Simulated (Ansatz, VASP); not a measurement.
# InGa3P4 (random alloy of the zinc-blende GaP-InP line, x = 0.25): VASP beside Ansatz

Aim: how closely do two programs agree when they are given the same cell, functional and k mesh? Of the first pair: The structure shown is the start of the Ansatz relaxation below; VASP solves that cell, so the two are compared at the walk's first step.

Program: Ansatz 0.2.0. Level of theory: plane waves, with VASP 6.6.1 beside it; PBE. Results are calculated unless marked as measured.

## Step 1: The structure

The cell holds 64 atoms: 24 Ga, 32 P and 8 In. Cell: a = 11.245 Å, b = 11.245 Å, c = 11.245 Å, α = 90.0°, β = 90.0°, γ = 90.0°. It derives from GaP (zinc-blende GaP-InP), repeated 2×2×2. Zinc-blende GaP-InP: 64 atoms, 8 of 32 Ga sites given to In at random, cell and internal coordinates interpolated linearly between the end members (Vegard's rule); (so at first; earlier steps may have moved the atoms), displaced by a Gaussian of 0.02 A. Lattice constants are starting values near those of PBE.

## Step 2: Ansatz: relaxation, PBE

Ansatz runs on its default PAW (the set named soft_2) files.

The two programs are compared at the cell with which this relaxation starts, whose forces are those of its first step.

input.yaml reads:

```yaml
crystal:
  lattice:
    - [11.245, 0.0, 0.0]
    - [0.0, 11.245, 0.0]
    - [0.0, 0.0, 11.245]
  atoms:
    - { symbol: Ga, position: [0.00289, 0.99891, 0.99906] }
    - { symbol: P, position: [0.12309, 0.12654, 0.12091] }
    - { symbol: Ga, position: [0.0031, 0.24865, 0.25057] }
    - { symbol: P, position: [0.12456, 0.3776, 0.37134] }
    - { symbol: Ga, position: [0.24943, 0.99932, 0.25202] }
    - { symbol: P, position: [0.37304, 0.12469, 0.37344] }
    - { symbol: Ga, position: [0.25008, 0.25104, 0.99804] }
    - { symbol: P, position: [0.37704, 0.3766, 0.12589] }
    - { symbol: In, position: [0.0016, 0.99878, 0.49978] }
    - { symbol: P, position: [0.12334, 0.12452, 0.62594] }
    - { symbol: Ga, position: [0.99877, 0.24929, 0.74878] }
    - { symbol: P, position: [0.1235, 0.37381, 0.87498] }
    - { symbol: Ga, position: [0.24801, 0.00042, 0.75295] }
    - { symbol: P, position: [0.37632, 0.12466, 0.87342] }
    - { symbol: Ga, position: [0.24867, 0.25301, 0.50009] }
    - { symbol: P, position: [0.37387, 0.37534, 0.62874] }
    - { symbol: Ga, position: [0.00021, 0.5011, 0.00053] }
    - { symbol: P, position: [0.12437, 0.62297, 0.12438] }
    - { symbol: In, position: [0.99963, 0.75104, 0.25149] }
    - { symbol: P, position: [0.12666, 0.87551, 0.37657] }
    - { symbol: Ga, position: [0.24866, 0.50223, 0.25091] }
    - { symbol: P, position: [0.37447, 0.62587, 0.37487] }
    - { symbol: Ga, position: [0.25201, 0.7527, 0.00389] }
    - { symbol: P, position: [0.37252, 0.87243, 0.1241] }
    - { symbol: In, position: [0.00028, 0.50156, 0.50056] }
    - { symbol: P, position: [0.1214, 0.62446, 0.62647] }
    - { symbol: In, position: [0.00041, 0.75136, 0.7496] }
    - { symbol: P, position: [0.12464, 0.87533, 0.87573] }
    - { symbol: Ga, position: [0.25035, 0.50021, 0.74881] }
    - { symbol: P, position: [0.37567, 0.62522, 0.87701] }
    - { symbol: In, position: [0.25213, 0.75033, 0.49933] }
    - { symbol: P, position: [0.37386, 0.87575, 0.62514] }
    - { symbol: Ga, position: [0.49939, 8.0e-05, 0.9989] }
    - { symbol: P, position: [0.62624, 0.1242, 0.12718] }
    - { symbol: Ga, position: [0.50072, 0.25106, 0.24805] }
    - { symbol: P, position: [0.6253, 0.37632, 0.3733] }
    - { symbol: Ga, position: [0.74953, 6.0e-05, 0.24756] }
    - { symbol: P, position: [0.87556, 0.1265, 0.37347] }
    - { symbol: Ga, position: [0.75062, 0.24767, 0.99993] }
    - { symbol: P, position: [0.87213, 0.37699, 0.12573] }
    - { symbol: Ga, position: [0.49996, 0.99862, 0.50227] }
    - { symbol: P, position: [0.6285, 0.1217, 0.6272] }
    - { symbol: Ga, position: [0.50289, 0.2506, 0.74787] }
    - { symbol: P, position: [0.62654, 0.37468, 0.87393] }
    - { symbol: Ga, position: [0.74781, 0.00098, 0.75141] }
    - { symbol: P, position: [0.87389, 0.12593, 0.87296] }
    - { symbol: Ga, position: [0.75143, 0.25008, 0.49967] }
    - { symbol: P, position: [0.87482, 0.37655, 0.62633] }
    - { symbol: Ga, position: [0.50094, 0.50024, 0.00014] }
    - { symbol: P, position: [0.6261, 0.62541, 0.12621] }
    - { symbol: Ga, position: [0.49945, 0.74567, 0.25185] }
    - { symbol: P, position: [0.62889, 0.87578, 0.37482] }
    - { symbol: In, position: [0.74976, 0.49979, 0.25003] }
    - { symbol: P, position: [0.873, 0.62408, 0.37323] }
    - { symbol: Ga, position: [0.75044, 0.74947, 0.00088] }
    - { symbol: P, position: [0.87469, 0.87675, 0.12538] }
    - { symbol: In, position: [0.5039, 0.49663, 0.49885] }
    - { symbol: P, position: [0.6266, 0.6295, 0.62456] }
    - { symbol: In, position: [0.50008, 0.7496, 0.75237] }
    - { symbol: P, position: [0.62449, 0.87621, 0.87443] }
    - { symbol: Ga, position: [0.74774, 0.50056, 0.75089] }
    - { symbol: P, position: [0.8773, 0.6248, 0.8739] }
    - { symbol: Ga, position: [0.751, 0.75043, 0.5005] }
    - { symbol: P, position: [0.87487, 0.87706, 0.62566] }
kpoints:
  mp_grid: { grid: [1, 1, 1] }
hamiltonian:
  xc: pbe
scf:
  occupations: { method: fixed }
output:
  forces: true
relax:
  f_tol: 0.05
  max_steps: 150
  cell: {}
```

On the command line:

```sh
$ ansatz run input.yaml --threads 4 --pin off --max-ram 8192MiB --backend cpu --events-out ev --progress --plain --runs-dir out
```

Numbers of over 12 decimals in the logs are rounded to 6 here.

Log:

```text
Engine: ansatz 0.2.0, aarch64-unknown-linux-gnu
Pseudopotentials: kind: paw
Pseudopotential: Ga, paw, valence charge 13, recommended cutoff 420 eV (normal), Ga.paw.azcp
Pseudopotential: P, paw, valence charge 5, recommended cutoff 420 eV (normal), P.paw.azcp
Pseudopotential: In, paw, valence charge 13, recommended cutoff 420 eV (normal), In.paw.azcp
Functional definition: PBE
  parameter kappa = 0.804
  parameter beta = 0.066725
  exchange = pbe_x(kappa = kappa, mu = beta*pi^2/3)
  correlation = pbe_c(beta = beta)
Crystal: 64 atoms, lattice volume = 1421.931 Å³
Basis set: ecut = 420 eV, 27825 PW (Γ), exchange–correlation on 160×160×160 points (8 copies of the dense FFT grid, shifted against one another)
Bands: 352, of which v1, the nominal top of the filled ones, is band 288 counted from 1 (287 counted from 0)
Symmetry: 1 space group operations
Space group: P1 (ITA 1), of the structure as read, at distance tolerance 1.1e-4 Å
k-points: 1
Non-local potential: Ga, projectors of the file, l = 0: 2, l = 1: 2, l = 2: 3, l = 3: 1
Non-local potential: P, projectors of the file, l = 0: 2, l = 1: 2, l = 2: 2
Non-local potential: In, projectors of the file, l = 0: 2, l = 1: 2, l = 2: 2, l = 3: 2
PAW form: soft (Blöchl's): semilocal exchange-correlation on the pseudo side does not see the compensation charge
PAW one-centre angular grid: Ga, 590 points (default); XC on 64 Gauss nodes
PAW one-centre angular grid: P, 110 points (default); XC on 64 Gauss nodes
PAW one-centre angular grid: In, 590 points (default); XC on 64 Gauss nodes
Initial density: superposition of atomic densities (neutral atoms: chi_scale 0, normalization atom), corrected by the library's trained network
Initial wavefunctions: pseudopotential atomic-orbital guess
Functional: x = pbe(κ = 0.804, μ = 0.219515), c = pbe(β = 0.066725)
SCF iter   1: F=—  HF=-159772.981678 eV  |F-HF|=—  |Δ(HF+E_count)|=         —  Δρ=1.51e-3  dr2=3.12e-2  ethr=1.77e-3  ⟨swp⟩=6.0  Hψ=1170  notcnv=0  defer=61
preconditioner: auto → Resta (q_TF=auto, 2.347 Å⁻¹)  ε∞=4.0  [insulator: Δε(μ)=1.077 eV  Ē_g=13.725 eV  n_scr=304 (ndim 8)  ℏωp=23.6 eV  f_vac=0.019  ε∞_Penn≈4.0]
SCF iter   2: F=—  HF=-159772.935110 eV  |F-HF|=—  |Δ(HF+E_count)|=   4.66e-2  Δρ=5.97e-4  dr2=5.61e-3  ethr=5.41e-6  ⟨swp⟩=3.0  Hψ=676  notcnv=0  defer=62
SCF iter   3: F=—  HF=-159772.936002 eV  |F-HF|=—  |Δ(HF+E_count)|=   8.92e-4  Δρ=3.36e-4  dr2=9.20e-4  ethr=9.73e-7  ⟨swp⟩=2.0  Hψ=583  notcnv=0  defer=62
SCF iter   4: F=—  HF=-159772.935434 eV  |F-HF|=—  |Δ(HF+E_count)|=   5.68e-4  Δρ=1.18e-4  dr2=1.75e-4  ethr=1.60e-7  ⟨swp⟩=2.0  Hψ=581  notcnv=0  defer=62
SCF iter   5: F=—  HF=-159772.935538 eV  |F-HF|=—  |Δ(HF+E_count)|=   1.04e-4  Δρ=3.65e-5  dr2=1.56e-5  ethr=3.04e-8  ⟨swp⟩=2.0  Hψ=581  notcnv=0  defer=62
SCF iter   6: F=—  HF=-159772.934403 eV  |F-HF|=—  |Δ(HF+E_count)|=   1.14e-3  Δρ=1.42e-5  dr2=2.29e-6  ethr=2.70e-9  ⟨swp⟩=2.0  Hψ=581  notcnv=0  defer=62
SCF iter   7: F=—  HF=-159772.934404 eV  |F-HF|=—  |Δ(HF+E_count)|=   1.74e-6  Δρ=3.61e-6  dr2=4.27e-7  ethr=3.97e-10  ⟨swp⟩=3.0  Hψ=586  notcnv=0  defer=62
SCF iter   8: F=-159772.934404 eV  HF=-159772.934404 eV  |F-HF|=7.68e-8  |Δ(HF+E_count)|=   6.47e-8  Δρ=2.19e-6  dr2=4.94e-8  ethr=1.74e-11  ⟨swp⟩=5.0  Hψ=1277  notcnv=0
SCF 1 converged in 8 iterations: F = -159772.934404 eV  dr2 = 4.94e-8
  greatest PAW one-centre occupation: 0.994 electrons in one spin orbital (limit 2), on the Ga atom at site 14 (counted from 0), in its partial waves of l = 2
relax step   1: F+E_penalty+E_count = -159772.93440425 eV  Δ(F+E_penalty+E_count) = +0.000e0 eV  max|allowed force component| = 2.304e0 eV/Å  Δτ_max = 0.0000 Å  P = +1.051 GPa  Ω = 1421.931 Å³  (8 SCF iters, dr2 threshold 1.00e-7 eV, accepted)
Crystal: 64 atoms, lattice volume = 1437.577 Å³
Basis set: ecut = 420 eV, 28117 PW (Γ), exchange–correlation on 160×160×160 points (8 copies of the dense FFT grid, shifted against one another)
Initial density: handed on by an earlier stage of this run
Initial wavefunctions: those handed on with the density
iter 1 solved again at ethr=1.56e-4 eV; its pass at ethr=3.10e-3 eV (dr2=8.97e-1 eV) is discarded
SCF iter   1: F=—  HF=-159775.820453 eV  |F-HF|=—  |Δ(HF+E_count)|=         —  Δρ=9.25e-3  dr2=8.93e-1  ethr=1.56e-4  ⟨swp⟩=2.0  Hψ=1238  notcnv=0  defer=60
preconditioner: auto → Resta (q_TF=auto, 2.343 Å⁻¹)  ε∞=4.0  [insulator: Δε(μ)=1.022 eV  Ē_g=13.650 eV  n_scr=304 (ndim 8)  ℏωp=23.5 eV  f_vac=0.022  ε∞_Penn≈4.0]
SCF iter   2: F=—  HF=-159775.720357 eV  |F-HF|=—  |Δ(HF+E_count)|=   1.00e-1  Δρ=4.74e-3  dr2=1.91e-1  ethr=1.55e-4  ⟨swp⟩=3.0  Hψ=367  notcnv=0  defer=62
SCF iter   3: F=—  HF=-159775.716897 eV  |F-HF|=—  |Δ(HF+E_count)|=   3.46e-3  Δρ=1.13e-3  dr2=2.07e-2  ethr=3.32e-5  ⟨swp⟩=3.0  Hψ=387  notcnv=0  defer=62
[...]
atom  11  Ga    -0.00083925    -0.00584127     0.00555992
  atom  12  P     -0.01169155     0.01109588    -0.00343115
  atom  13  Ga    -0.00089818     0.00319642     0.02032990
  atom  14  P     -0.00537076    -0.00179290    -0.00052194
  atom  15  Ga     0.01462979     0.00338119    -0.00948760
  atom  16  P     -0.01557613     0.01343835     0.00692785
  atom  17  Ga     0.00360735    -0.01315603     0.00362301
  atom  18  P      0.00490176    -0.01656213     0.00567602
  atom  19  In    -0.00126597     0.01444483    -0.02027027
  atom  20  P     -0.01331298    -0.00821405     0.01089343
  atom  21  Ga     0.00178259    -0.03638843    -0.01132204
  atom  22  P     -0.00023418    -0.00022004    -0.00508023
  atom  23  Ga     0.00496054     0.02355871    -0.01063136
  atom  24  P     -0.00407116    -0.02023607    -0.00192075
  atom  25  In     0.00629859    -0.02728386    -0.00750533
  atom  26  P     -0.01499062     0.00659014    -0.00420033
  atom  27  In     0.01266157     0.01139202     0.02285915
  atom  28  P     -0.00308211     0.00444718     0.00352489
  atom  29  Ga     0.02718996    -0.03172296     0.01317842
  atom  30  P     -0.00293987    -0.00114584     0.00763390
  atom  31  In     0.00864134     0.00315550    -0.00711065
  atom  32  P      0.00244425    -0.00361705     0.00278612
  atom  33  Ga    -0.00698272     0.01828767     0.02477280
  atom  34  P      0.00312066    -0.00319577    -0.00569131
[...]
atom  57  In    -0.01811151    -0.00682856    -0.00308602
  atom  58  P      0.00671691     0.00406705     0.00125937
  atom  59  In    -0.00891577     0.00636852    -0.00480372
  atom  60  P      0.00848211    -0.00796493    -0.00275786
  atom  61  Ga     0.00505096    -0.02950521     0.02663635
  atom  62  P     -0.01006453    -0.00748140    -0.00816062
  atom  63  Ga    -0.04062696     0.03013332    -0.00890562
  atom  64  P      0.00488242    -0.01845230    -0.00513242
  max |Σ_I F_I| component: 6.16e-7 eV/Å
--- Stress (GPa, compression-positive) ---
        0.001085      -0.005846       0.010323
       -0.005846       0.003213       0.027589
        0.010323       0.027589       0.014324
  P = ⅓ Tr σ = 0.0062 GPa (0.062 kbar)
--- Relaxed structure (3 steps of the walk, 3 accepted, 1 SCFs on fresh bases) ---
  F+E_penalty+E_count = -159775.80871511 eV   max|allowed force component| = 4.063e-2 eV/Å   (the final SCF, on the basis selected at the relaxed cell)
  cell:  # Å, volume = 1424.3769 Å³
    - [11.248507, 0.000959993, -0.0036275]
    - [0.000959993, 11.257015, -0.0044362]
    - [-0.0036275, -0.0044362, 11.248819]
  atoms:
    - { symbol: Ga, position: [0.000678358, 1.004109, 0.999755] }
    - { symbol: P, position: [0.126873, 0.125393, 0.123263] }
    - { symbol: Ga, position: [0.00267, 0.247906, 0.245504] }
    - { symbol: P, position: [0.132750, 0.367349, 0.367022] }
    - { symbol: Ga, position: [0.254045, 1.004498, 0.245837] }
    - { symbol: P, position: [0.375900, 0.125542, 0.374066] }
    - { symbol: Ga, position: [0.250627, 0.249940, 1.000226] }
    - { symbol: P, position: [0.377649, 0.371655, 0.123377] }
    - { symbol: In, position: [-0.00202605, 1.006254, 0.500421] }
    - { symbol: P, position: [0.130220, 0.133293, 0.633183] }
    - { symbol: Ga, position: [0.999540, 0.249715, 0.754149] }
    - { symbol: P, position: [0.124136, 0.371920, 0.876689] }
    - { symbol: Ga, position: [0.252649, 0.00774335, 0.754973] }
    - { symbol: P, position: [0.377601, 0.126993, 0.878752] }
    - { symbol: Ga, position: [0.252059, 0.248195, 0.500495] }
    - { symbol: P, position: [0.369627, 0.367607, 0.633314] }
    - { symbol: Ga, position: [0.00165023, 0.495379, -0.00170059] }
    - { symbol: P, position: [0.130121, 0.616997, 0.117001] }
    - { symbol: In, position: [0.999845, 0.752153, 0.243716] }
    - { symbol: P, position: [0.131806, 0.885016, 0.366540] }
    - { symbol: Ga, position: [0.252833, 0.495571, 0.242779] }
    - { symbol: P, position: [0.377425, 0.623430, 0.358710] }
    - { symbol: Ga, position: [0.252037, 0.749726, 0.00192614] }
    - { symbol: P, position: [0.375940, 0.877705, 0.123354] }
    - { symbol: In, position: [0.000248283, 0.493924, 0.502224] }
    - { symbol: P, position: [0.134356, 0.618076, 0.633470] }
    - { symbol: In, position: [-0.00194445, 0.749957, 0.756290] }
    - { symbol: P, position: [0.132702, 0.883027, 0.882643] }
    - { symbol: Ga, position: [0.249708, 0.493135, 0.756665] }
    - { symbol: P, position: [0.369089, 0.617945, 0.880962] }
    - { symbol: In, position: [0.255241, 0.752134, 0.498020] }
    - { symbol: P, position: [0.376693, 0.891486, 0.627023] }
    - { symbol: Ga, position: [0.500502, 0.00266832, 1.001936] }
    - { symbol: P, position: [0.623494, 0.126717, 0.123548] }
    - { symbol: Ga, position: [0.498568, 0.246069, 0.248049] }
    - { symbol: P, position: [0.624476, 0.359230, 0.373854] }
    - { symbol: Ga, position: [0.745652, 0.0031511, 0.247356] }
    - { symbol: P, position: [0.868262, 0.132914, 0.366254] }
    - { symbol: Ga, position: [0.750749, 0.248013, 0.998005] }
    - { symbol: P, position: [0.882411, 0.367678, 0.117668] }
    - { symbol: Ga, position: [0.501244, 1.004390, 0.498484] }
    - { symbol: P, position: [0.623750, 0.125478, 0.626179] }
    - { symbol: Ga, position: [0.500065, 0.248330, 0.752615] }
    - { symbol: P, position: [0.623337, 0.373721, 0.876617] }
    - { symbol: Ga, position: [0.747510, 0.00442933, 0.752237] }
    - { symbol: P, position: [0.875894, 0.124920, 0.874368] }
    - { symbol: Ga, position: [0.748088, 0.245648, 0.501641] }
    - { symbol: P, position: [0.867728, 0.365215, 0.633152] }
    - { symbol: Ga, position: [0.498009, 0.498352, -0.000171226] }
    - { symbol: P, position: [0.617535, 0.632554, 0.116531] }
    - { symbol: Ga, position: [0.499660, 0.754000, 0.244970] }
    - { symbol: P, position: [0.622492, 0.876856, 0.373606] }
    - { symbol: In, position: [0.747964, 0.498563, 0.246028] }
    - { symbol: P, position: [0.868863, 0.632763, 0.381864] }
    - { symbol: Ga, position: [0.747790, 0.753216, -7.260978008979534e-5] }
    - { symbol: P, position: [0.867987, 0.884349, 0.117214] }
    - { symbol: In, position: [0.500098, 0.496125, 0.500373] }
    - { symbol: P, position: [0.637123, 0.623762, 0.626861] }
    - { symbol: In, position: [0.501561, 0.752095, 0.754344] }
    - { symbol: P, position: [0.630556, 0.884937, 0.882577] }
    - { symbol: Ga, position: [0.749649, 0.495767, 0.754729] }
    - { symbol: P, position: [0.867785, 0.617115, 0.885363] }
    - { symbol: Ga, position: [0.745762, 0.754611, 0.500887] }
    - { symbol: P, position: [0.861846, 0.877838, 0.627086] }
```

In the SCF lines HF is the Harris–Foulkes energy and dr2 the Hartree energy of the density residual, in eV; the loop may stop once dr2 is under the threshold and the program's other checks hold. Hψ counts applications of the Hamiltonian.

[end of part 1 of 2]

[Lines on the potential files, build, host, timing and source positions are cut from VASP's logs without a mark.]

[Logs are printed without paths, hosts, clocks, repeated set-up lines and the standing remarks that a program may print on its own settings, such as how far it seeks lower states.]

[Hosts, paths, dates, database ids (printed as entryN), source tags and the programs' standing remarks are cut or masked in the printed files.]
